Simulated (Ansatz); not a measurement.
Te:

```
CELL_PARAMETERS angstrom
2.30590 1.33131 1.69095
-2.30590 1.33131 1.69095
0.00000 -2.66263 1.69095
ATOMIC_POSITIONS crystal
Te 0.50000 0.50000 0.50000
```

This isn't the form of Te at room conditions, which is trigonal, of chains.

```yaml
Program: Ansatz 0.2.0
Task: relaxation of cell and atoms
Functional: PBE
Potentials_or_basis: Ansatz PAW
Cutoff: "420 eV (not typed: the program's choice for these potentials)"
k_mesh: 9 × 9 × 9
Occupations: fermi-dirac, width 0.05 eV
Spin: no spin polarisation
```

At the start: volume 31.15 Å³/atom.

Problem. How do energy, volume and symmetry change on relaxing?

Solution. It ends after 8 steps and the volume is 32.88 Å³/atom (+5.6 %); space group R-3m (No. 166, to 0.05 Å).

The path:
| step | energy change (eV) | largest force (eV/Å) | volume (Å³) |
| --- | --- | --- | --- |
| 1 | 0.0000 | 0.0000 | 31.15 |
| 2 | -0.0100 | 0.0000 | 33.37 |
| 3 | -0.0130 | 0.0000 | 32.82 |
| 4 | -0.0142 | 0.0000 | 32.68 |
| 5 | -0.0152 | 0.0000 | 32.83 |
| 6 | -0.0152 | 0.0000 | 32.87 |
| 7 | -0.0153 | 0.0000 | 32.88 |
| 8 | -0.0155 | 0.0000 | 32.88 |

Final structure:
```yaml
crystal:
  lattice:
    - [2.29556, 1.32534, 1.80109]
    - [-2.29556, 1.32534, 1.80109]
    - [0.00000, -2.65069, 1.80109]
  atoms:
    - { symbol: Te, position: [0.50000, 0.50000, 0.50000] }
```

Caveat: the plane-wave basis is chosen anew once the cell has moved, so the energies of steps on either side of that aren't comparable.
